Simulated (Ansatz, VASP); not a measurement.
## HfN (HfN strained to the junction's net) in two plane-wave programs

Aim: how closely do two programs agree when they are given the same cell, functional and k mesh? The cell is generated by rule, not measured, and may not be a known phase. The structure shown is the end of the Ansatz relaxation below.

Program: Ansatz 0.2.0. Level of theory: plane waves, with VASP 6.6.1 beside it; single point at PBE. Results are calculated unless marked as measured.

**1. Starting point**

Symmetry: R-3m, No. 166, trigonal system. Conventional cell: a = 3.090 Å, b = 3.090 Å, c = 8.161 Å, α = 90.00°, β = 90.00°, γ = 120.00°. Nearest to Hf lie 6 N at 2.24 Å. Nearest to N lie 6 Hf at 2.24 Å. Farther neighbours and most contacts between anions are not listed.

**2. Ansatz: relaxation, PBE**

Ansatz runs on its default PAW (the set named soft_2) files.

This run makes the geometry at which the two programs are then compared.

input.yaml

```yaml
crystal:
  lattice:
    - [3.09, 0.0, 0.0]
    - [-1.545, 2.6760184977, 0.0]
    - [0.0, 0.0, 8.0402769554]
  atoms:
    - { symbol: Hf, position: [0.0, 0.0, 0.0] }
    - { symbol: "N", position: [0.3333333333, 0.6666666667, 0.1666666667] }
    - { symbol: Hf, position: [0.6666666667, 0.3333333333, 0.3333333333] }
    - { symbol: "N", position: [0.0, 0.0, 0.5] }
    - { symbol: Hf, position: [0.3333333333, 0.6666666667, 0.6666666667] }
    - { symbol: "N", position: [0.6666666667, 0.3333333333, 0.8333333333] }
kpoints:
  mp_grid: { grid: [12, 12, 4] }
scf:
  occupations: { method: fermi_dirac, width: 0.1 }
  max_iter: 150
hamiltonian:
  xc: pbe
relax:
  f_tol: 0.01
  max_steps: 40
  cell: { fix: [a, b, angles] }
```

Run with:

```console
> ansatz run input.yaml --threads 4 --pin off --max-ram 12288MiB --backend cpu --events-out ev --progress --plain --runs-dir out
```

Numbers of over 12 decimals in the logs are rounded to 6 here.

Log:

```text
Engine: ansatz 0.2.0, aarch64-unknown-linux-gnu
Pseudopotentials: kind: paw
Pseudopotential: Hf, paw, valence charge 26, recommended cutoff 420 eV (normal), Hf.paw.azcp
Pseudopotential: N, paw, valence charge 5, recommended cutoff 420 eV (normal), N.paw.azcp
Functional definition: PBE
  parameter kappa = 0.804
  parameter beta = 0.066725
  exchange = pbe_x(kappa = kappa, mu = beta*pi^2/3)
  correlation = pbe_c(beta = beta)
Crystal: 6 atoms, lattice volume = 66.484 Å³
Basis set: ecut = 420 eV, 1275 PW (Γ), exchange–correlation on 48×48×108 points (8 copies of the dense FFT grid, shifted against one another)
Bands: 56, of which v1, the nominal top of the filled ones, is band 47 counted from 1 (46 counted from 0)
Symmetry: 36 space group operations
Space group: R-3m (ITA 166), of the structure as read, at distance tolerance 4.1e-5 Å
k-points: 69 of 576
Non-local potential: Hf, projectors of the file, l = 0: 3, l = 1: 2, l = 2: 2, l = 3: 3
Non-local potential: N, projectors of the file, l = 0: 2, l = 1: 2, l = 2: 1
PAW form: soft (Blöchl's): semilocal exchange-correlation on the pseudo side does not see the compensation charge
PAW one-centre angular grid: Hf, 590 points (default); XC on 64 Gauss nodes
PAW one-centre angular grid: N, 110 points (default); XC on 64 Gauss nodes
Initial density: superposition of atomic densities (neutral atoms: chi_scale 0, normalization atom), corrected by the library's trained network
Initial wavefunctions: pseudopotential atomic-orbital guess
Functional: x = pbe(κ = 0.804, μ = 0.219515), c = pbe(β = 0.066725)
SCF iter   1: F=—  HF=-48325.759896 eV  |F-HF|=—  |Δ(HF+E_count)|=         —  Δρ=5.14e-3  dr2=1.98e-2  ethr=1.77e-3  ⟨swp⟩=5.1  Hψ=11755  notcnv=0  defer=5
preconditioner: auto → Kerker (q_TF=auto, 2.885 Å⁻¹)  [metal: Δε(μ)=0.018 eV  Ē_g=18.251 eV  σ=0.100 eV  W_gap=0.05  n_scr=36 (ndim 8)  ℏωp=42.5 eV  f_vac=0.000  D(μ)=1.55/eV (n_scr^D=4)]
SCF iter   2: F=—  HF=-48325.755250 eV  |F-HF|=—  |Δ(HF+E_count)|=   4.65e-3  Δρ=1.63e-3  dr2=1.28e-3  ethr=2.12e-5  ⟨swp⟩=2.0  Hψ=6719  notcnv=0  defer=10
SCF iter   3: F=—  HF=-48325.754772 eV  |F-HF|=—  |Δ(HF+E_count)|=   4.78e-4  Δρ=8.20e-4  dr2=2.65e-4  ethr=1.37e-6  ⟨swp⟩=2.7  Hψ=6722  notcnv=0  defer=10
SCF iter   4: F=—  HF=-48325.754713 eV  |F-HF|=—  |Δ(HF+E_count)|=   5.82e-5  Δρ=3.26e-4  dr2=3.14e-5  ethr=2.85e-7  ⟨swp⟩=2.0  Hψ=6969  notcnv=0  defer=10
SCF iter   5: F=—  HF=-48325.754667 eV  |F-HF|=—  |Δ(HF+E_count)|=   4.61e-5  Δρ=7.12e-5  dr2=1.56e-6  ethr=3.37e-8  ⟨swp⟩=2.3  Hψ=7102  notcnv=0  defer=10
SCF iter   6: F=—  HF=-48325.754620 eV  |F-HF|=—  |Δ(HF+E_count)|=   4.76e-5  Δρ=1.52e-5  dr2=1.34e-7  ethr=1.67e-9  ⟨swp⟩=2.1  Hψ=6118  notcnv=0  defer=10
SCF iter   7: F=-48325.754620 eV  HF=-48325.754620 eV  |F-HF|=6.17e-9  |Δ(HF+E_count)|=   3.30e-8  Δρ=4.22e-6  dr2=1.30e-8  ethr=1.08e-10  ⟨swp⟩=5.2  Hψ=15585  notcnv=0
SCF 1 converged in 7 iterations: F = -48325.754620 eV  dr2 = 1.30e-8
  greatest PAW one-centre occupation: 0.998 electrons in one spin orbital (limit 2), on the Hf atom at site 4 (counted from 0), in its partial waves of l = 0
relax step   1: F+E_penalty+E_count = -48325.75461971 eV  Δ(F+E_penalty+E_count) = +0.000e0 eV  max|allowed force component| = 1.385e-27 eV/Å  Δτ_max = 0.0000 Å  P = +17.870 GPa  Ω = 66.484 Å³  fix = [a, b, alpha, beta, gamma]  reactions: a +23.129, b +23.129 GPa  (7 SCF iters, dr2 threshold 1.00e-7 eV, accepted)
[...]
relax step   4: F+E_penalty+E_count = -48325.77364204 eV  Δ(F+E_penalty+E_count) = -5.581e-5 eV  max|allowed force component| = 9.786e-28 eV/Å  Δτ_max = 0.0000 Å  P = +13.117 GPa  Ω = 67.465 Å³  energy of the carried Pulay correction = -3.302e-3 eV  fix = [a, b, alpha, beta, gamma]  reactions: a +19.675, b +19.675 GPa  (4 SCF iters, dr2 threshold 3.13e-8 eV, accepted)
[...]
relax step   5: F+E_penalty+E_count = -48325.77746162 eV  Δ(F+E_penalty+E_count) = -3.820e-3 eV  max|allowed force component| = 1.581e-28 eV/Å  Δτ_max = 0.0000 Å  P = +13.180 GPa  Ω = 67.465 Å³  fix = [a, b, alpha, beta, gamma]  reactions: a +19.707, b +19.707 GPa  stress off target by 1.24e-1 GPa on what of the cell is left free  SCF on the basis re-selected at this cell (its energy is not comparable with the rows above)  (7 SCF iters)
[...]
relax step   6: F+E_penalty+E_count = -48325.77741412 eV  Δ(F+E_penalty+E_count) = +4.750e-5 eV  max|allowed force component| = 6.418e-28 eV/Å  Δτ_max = 0.0000 Å  P = +13.102 GPa  Ω = 67.482 Å³  energy of the carried Pulay correction = -5.414e-5 eV  fix = [a, b, alpha, beta, gamma]  reactions: a +19.651, b +19.651 GPa  (4 SCF iters, dr2 threshold 3.87e-8 eV, accepted)
[...]
relax step   7: F+E_penalty+E_count = -48325.77747914 eV  Δ(F+E_penalty+E_count) = -6.501e-5 eV  max|allowed force component| = 5.594e-29 eV/Å  Δτ_max = 0.0000 Å  P = +13.102 GPa  Ω = 67.482 Å³  fix = [a, b, alpha, beta, gamma]  reactions: a +19.652, b +19.652 GPa  stress off target by 3.71e-3 GPa on what of the cell is left free  SCF on the basis re-selected at this cell (its energy is not comparable with the rows above)  (4 SCF iters)
basis re-selected at this cell: Δ(F+E_penalty+E_count) = -6.501e-5 eV, ΔP = +0.001 GPa vs the last step (what re-selecting the basis moved, of the pressure what is left beyond the Pulay correction that the steps carried, after the strain that the cell walked since its last selection, with what the two solves' SCF thresholds leave and, on support functions, any second-order correction that the steps lacked; it is no m [...]
SCF converged after 4 iterations
Free energy (F): -48325.777479 eV
Harris-Foulkes:  -48325.777479 eV  (|F-HF|=1.46e-11)
Internal energy: -48325.726135 eV  (E = F + TS)
E sigma→0 (E₀):  -48325.751807 eV
Entropy (-TS):   -0.051344 eV (-8.557 meV/atom)
Fermi energy:    24.432859 eV
--- Per-component energies (eV) ---
  E_band       = 605.504890
  E_kinetic    = 1678.106352
  E_local      = -13956.889532  (includes V_loc(G=0)·N_el)
  E_nonlocal   = -3594.174567
  E_hartree    = 6653.372018
  E_xc         = -1087.485323
  E_vxc        = -1037.917040  (∫ρ·V_xc dr)
  E_paw        = -21166.044818  (= ΣΔE_a)
  E_vpaw       = 4209.635423  (= ΣTr[D̂ρ^β])
  E_aug_tail   = 0.000286  (compensation charges beyond the density's cutoff)
  E_ewald      = -16852.610552
  E_smearing   = -0.051344  (= −TS)
  E_closure    = 0.000000  (closes the sum)
  Σ components = -48325.777479   (vs F -48325.777479, Δ=0.00e0)
--- Forces (eV/Å), atoms counted from 1 ---
  atom   1  Hf    -0.00000000    -0.00000000     0.00000000
  atom   2  N      0.00000000     0.00000000     0.00000000
  atom   3  Hf     0.00000000    -0.00000000    -0.00000000
  atom   4  N      0.00000000     0.00000000     0.00000000
  atom   5  Hf    -0.00000000     0.00000000     0.00000000
  atom   6  N      0.00000000    -0.00000000     0.00000000
  max |Σ_I F_I| component: 5.57e-29 eV/Å
--- Stress (GPa, compression-positive) ---
       19.651797       0.000000      -0.000000
        0.000000      19.651797      -0.000000
       -0.000000      -0.000000       0.003711
  P = ⅓ Tr σ = 13.1024 GPa (131.024 kbar)
--- Relaxed structure (5 steps of the walk, 5 accepted, 2 SCFs on fresh bases) ---
  F+E_penalty+E_count = -48325.77747914 eV   max|allowed force component| = 5.594e-29 eV/Å   (the final SCF, on the basis selected at the relaxed cell)
  cell:  # Å, volume = 67.4821 Å³
    - [3.090000, 0, 0]
    - [-1.545000, 2.676018, 0]
    - [0, 0, 8.160951]
  atoms:
    - { symbol: Hf, position: [0, 0, 0] }
    - { symbol: N, position: [0.333333, 0.666667, 0.166667] }
    - { symbol: Hf, position: [0.666667, 0.333333, 0.333333] }
    - { symbol: N, position: [0, 0, 0.500000] }
    - { symbol: Hf, position: [0.333333, 0.666667, 0.666667] }
    - { symbol: N, position: [0.666667, 0.333333, 0.833333] }
```

**3. VASP: single point, PBE**

The same cell, functional, mesh and smearing now go to VASP, with its own data sets.

Lines of VASP's logs that name or quote its potential files are left out, and so is its time.

INCAR

```
SYSTEM = HfN
PREC = Accurate
ENCUT = 600
EDIFF = 1E-06
NELM = 120
ISMEAR = -1
SIGMA = 0.1
LREAL = .FALSE.
ALGO = Normal
GGA = PE
NBANDS = 28
LASPH = .TRUE.
LORBIT = 11
LWAVE = .FALSE.
LCHARG = .FALSE.
ISIF = 2
GGA_COMPAT = .FALSE.
KPAR = 2
```

POSCAR

```
HfN
1.0
    3.0900000000      0.0000000000      0.0000000000
   -1.5450000000      2.6760184977      0.0000000000
    0.0000000000      0.0000000000      8.1609513118
Hf N
3 3
Direct
    0.0000000000      0.0000000000      0.0000000000
    0.6666666667      0.3333333333      0.3333333333
    0.3333333333      0.6666666667      0.6666666667
    0.3333333333      0.6666666667      0.1666666667
    0.0000000000      0.0000000000      0.5000000000
    0.6666666667      0.3333333333      0.8333333333
```

KPOINTS

```
Automatic mesh
0
Gamma
12 12 4
0 0 0
```

The projector-augmented-wave data sets are Hf_pv and N (PBE family, release 64).

Run with:

```console
> mpirun -np 2 vasp_std
```

Log:

```text
[banner, memory and clock lines left out]
running    2 mpi-ranks, on    1 nodes
 distrk:  each k-point on    1 cores,    2 groups
 distr:  one band on    1 cores,    1 groups

 POSCAR found type information on POSCAR HfN
 POSCAR found :  2 types and       6 ions
 LDA part: xc-table for (Slater+PW92), standard interpolation
 POSCAR, INCAR and KPOINTS ok, starting setup
 FFT: planning ... GRIDC
 FFT: planning ... GRID_SOFT
 FFT: planning ... GRID
 WAVECAR not read
 entering main loop
       N       E                     dE             d eps       ncg     rms          rms(c)
DAV:   1     0.243611958025E+03    0.24361E+03   -0.27338E+04  3864   0.178E+03
DAV:   2    -0.592946916542E+02   -0.30291E+03   -0.29409E+03  4872   0.425E+02
DAV:   3    -0.738070623608E+02   -0.14512E+02   -0.14301E+02  4828   0.804E+01
DAV:   4    -0.740173225940E+02   -0.21026E+00   -0.20762E+00  5028   0.953E+00
DAV:   5    -0.740198976954E+02   -0.25751E-02   -0.25673E-02  4940   0.846E-01    0.887E+01
DAV:   6    -0.651550809548E+02    0.88648E+01   -0.52520E+01  4488   0.346E+01    0.720E+01
DAV:   7    -0.650810749359E+02    0.74006E-01   -0.40179E+00  4508   0.115E+01    0.249E+01
DAV:   8    -0.650371675199E+02    0.43907E-01   -0.23226E-01  5052   0.267E+00    0.326E+00
DAV:   9    -0.650292080829E+02    0.79594E-02   -0.48381E-02  4532   0.127E+00    0.316E+00
DAV:  10    -0.650279243096E+02    0.12838E-02   -0.87947E-03  4600   0.537E-01    0.316E-01
DAV:  11    -0.650279154363E+02    0.88733E-05   -0.66067E-04  4604   0.160E-01    0.348E-01
DAV:  12    -0.650278987975E+02    0.16639E-04   -0.94041E-05  4656   0.517E-02    0.841E-02
DAV:  13    -0.650279004147E+02   -0.16172E-05   -0.42826E-06  4160   0.141E-02    0.162E-02
DAV:  14    -0.650279003854E+02    0.29348E-07   -0.83061E-08  2712   0.230E-03
   1 F= -.65027900E+02 E0= -.65002490E+02  d E =-.508202E-01
```

Parts of OUTCAR (step 3):

```text
ion  position               nearest neighbor table
   1  0.000  0.000  0.000-   4 2.24   6 2.24   6 2.24   4 2.24   6 2.24   4 2.24   2 3.25   3 3.25
                             3 3.25   2 3.25   2 3.25   3 3.25
   2  0.667  0.333  0.333-   4 2.24   4 2.24   4 2.24   5 2.24   5 2.24   5 2.24   1 3.25   1 3.25
                             1 3.25   3 3.25   3 3.25   3 3.25
   3  0.333  0.667  0.667-   6 2.24   6 2.24   6 2.24   5 2.24   5 2.24   5 2.24   1 3.25   1 3.25
                             1 3.25   2 3.25   2 3.25   2 3.25
   4  0.333  0.667  0.167-   2 2.24   2 2.24   2 2.24   1 2.24   1 2.24   1 2.24
   5  0.000  0.000  0.500-   2 2.24   3 2.24   2 2.24   3 2.24   2 2.24   3 2.24
   6  0.667  0.333  0.833-   3 2.24   3 2.24   3 2.24   1 2.24   1 2.24   1 2.24

  LATTYP: Found a hexagonal cell.
 ALAT       =     3.0900000000
 C/A-ratio  =     2.6410845669

 Subroutine GETGRP returns: Found 12 space group operations
 (whereof 12 operations were pure point group operations)

The static configuration has the point symmetry D_3d.

 Found     69 irreducible k-points:

   k-points           NKPTS =     69   k-points in BZ     NKDIM =     69   number of bands    NBANDS=     28

   dimension x,y,z NGX =    28 NGY =   28 NGZ =   70
   dimension x,y,z NGXF=    56 NGYF=   56 NGZF=  140

   ENCUT  =  600.0 eV  44.10 Ry    6.64 a.u.   6.17  6.17 16.30*2*pi/ulx,y,z

   NELECT =      45.0000    total number of electrons

 k-points in reciprocal lattice and weights: Automatic mesh
   0.00000000  0.00000000  0.00000000       0.002
   0.08333333  0.00000000  0.00000000       0.010
   0.16666667  0.00000000  0.00000000       0.010
   0.25000000  0.00000000  0.00000000       0.010
   0.33333333 -0.00000000  0.00000000       0.010
   0.41666667  0.00000000  0.00000000       0.010
   0.50000000  0.00000000  0.00000000       0.005
   0.08333333  0.08333333  0.00000000       0.010
   0.16666667  0.08333333  0.00000000       0.021
[...]
0.33333333  0.25000000  0.50000000       0.021
   0.33333333  0.33333333  0.50000000       0.003

 average (electrostatic) potential at core
       1 -34.3862       2 -34.3862       3 -34.3862       4 -61.3280       5 -61.3280
       6 -61.3280

 E-fermi :   8.5305

 k-point     1 :       0.0000    0.0000    0.0000
  band No.  band energies     occupation
    ...
     20       5.7325      2.00000
     21       5.7325      2.00000
     22       7.3347      1.99999
     23       8.5744      0.78362
     24       8.5744      0.78362
     25      10.0330      0.00000
     26      10.0330      0.00000
     27      10.7385      0.00000
     28      10.8474      0.00000

 k-point     2 :       0.0833    0.0000    0.0000
  band No.  band energies     occupation
    ...
     19       4.8491      2.00000
     20       5.1322      2.00000
     21       5.4596      2.00000
     22       7.5290      1.99991
     23       8.5742      0.78457
     24       8.8696      0.06516
     25       9.3349      0.00064
     26       9.9190      0.00000
     27      10.6036      0.00000
     28      11.0988      0.00000

 k-point     3 :       0.1667    0.0000    0.0000
  band No.  band energies     occupation
    ...
     19       3.8900      2.00000
     20       4.3168      2.00000
     21       4.8717      2.00000
     22       7.8509      1.99777
     23       8.1577      1.95302
     24       8.7759      0.15829
     25       9.6258      0.00003
     26      10.1750      0.00000
     27      10.6194      0.00000
     28      11.7578      0.00000

  Total        7.2372938      7.2372938     -1.1571379      0.0000000      0.0000000      0.0000000
  in kB      171.8297709    171.8297709    -27.4730774      0.0000000      0.0000000      0.0000000
  external PRESSURE =     105.3954882 kB  Pullay stress =       0.0000000 kB

  energy-cutoff  :      600.00
  volume of cell :       67.48
      direct lattice vectors                 reciprocal lattice vectors
     3.090000000  0.000000000  0.000000000     0.323624595  0.186844747  0.000000000
    -1.545000000  2.676018498  0.000000000     0.000000000  0.373689495  0.000000000
     0.000000000  0.000000000  8.160951312     0.000000000  0.000000000  0.122534734

 POSITION                                       TOTAL-FORCE (eV/Angst)
 -----------------------------------------------------------------------------------
      0.00000      0.00000      0.00000         0.000000      0.000000      0.000000
      1.54500      0.89201      2.72032         0.000000      0.000000      0.000000
     -0.00000      1.78401      5.44063        -0.000000     -0.000000     -0.000000
     -0.00000      1.78401      1.36016         0.000000      0.000000      0.000000
      0.00000      0.00000      4.08048        -0.000000      0.000000      0.000000
      1.54500      0.89201      6.80079        -0.000000      0.000000      0.000000
 -----------------------------------------------------------------------------------
    total drift:                               -0.000000      0.000000      0.000000

  FREE ENERGIE OF THE ION-ELECTRON SYSTEM (eV)
  ---------------------------------------------------
  free  energy   TOTEN  =       -65.0279003854 eV

  energy  without entropy=      -64.9770801581  energy(sigma->0) =      -65.00249027

 total charge
# of ion       s       p       d       tot
------------------------------------------
    1        0.302   6.600   1.803   8.704
    2        0.302   6.600   1.803   8.704
    3        0.302   6.600   1.803   8.704
    4        1.234   2.518   0.000   3.752
    5        1.234   2.518   0.000   3.752
    6        1.234   2.518   0.000   3.752
--------------------------------------------------
tot          4.607  27.353   5.408  37.368

[... 3 further parts left out ...]
```

This run has no spin polarisation. Its electron count is odd, so without a moment it is a metal by construction.

**4. Comparison**

Known differences besides the potentials themselves: the data sets hold 93 valence electrons in Ansatz (on its default PAW (the set named soft_2) files) and 45 in VASP; the cutoff is 420 eV in Ansatz and 600 eV in VASP; Ansatz's pressure holds a Pulay correction, VASP's none. Total energies have different zeros and are not compared.

Both answers:

```csv
quantity,Ansatz,VASP,difference
pressure (GPa),13.10,10.54,+2.56
```

**5. What the set-up changes**

Further runs change the set-up of one program: Ansatz's method, potentials or start, or VASP's data sets, cutoff or form of LDA. The table gives that difference for each run.

```csv
run,pressure (GPa)
as above,2.6
VASP with the data sets Hf_sv and N,1.8
```

**6. Summary of results**

- difference in pressure (single point, PBE): 2.6 GPa

In words: The difference in pressure is 2.6 GPa (single point, PBE), beyond the 1 GPa picked in this series as the mark of a large difference. The data sets hold unlike numbers of valence electrons (93 in Ansatz and 45 in VASP), so part of the differences comes from the potentials. Single point, PBE, VASP with the data sets Hf_sv and N: the difference in pressure goes from 2.6 to 1.8 GPa. Such differences can come from data sets, numerical settings and the points named under the comparisons, not from the functional's error against experiment.

[Lines on the potential files, build, host, timing and source positions are cut from VASP's logs without a mark.]

[Logs are printed without paths, hosts, clocks, repeated set-up lines and the standing remarks that a program may print on its own settings, such as how far it seeks lower states.]

[Hosts, paths, dates, database ids (printed as entryN), source tags and the programs' standing remarks are cut or masked in the printed files.]
